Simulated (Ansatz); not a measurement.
Cubic perovskite CsPbI₃ (cubic high-temperature phase) was calculated with r²SCAN0 (PAW; Ansatz, a quantum-chemistry and plane-wave program).

Run with plane-wave cutoff 520 eV, 4×4×4 k mesh, Fermi–Dirac smearing 0.01 eV, scalar-relativistic PAW data made under PBE.

The cell has the measured lattice: a = 6.2890 Å, b = 6.2890 Å, c = 6.2890 Å, α = 90.00°, β = 90.00°, γ = 90.00°.

Estimate the band gap and Γ–Γ gap that the calculation returns.


- band gap = 2.63 eV (on the SCF k mesh)
- Γ–Γ gap = 6.28 eV

Note: held by symmetry at 0 K, a high-temperature phase can be a saddle point; cell and atoms aren't relaxed at this level (pressure 0.3 GPa).

Spin–orbit coupling is not included; with these elements it can move the gap by several tenths of an eV or more.

The result took roughly 8 core-minutes.
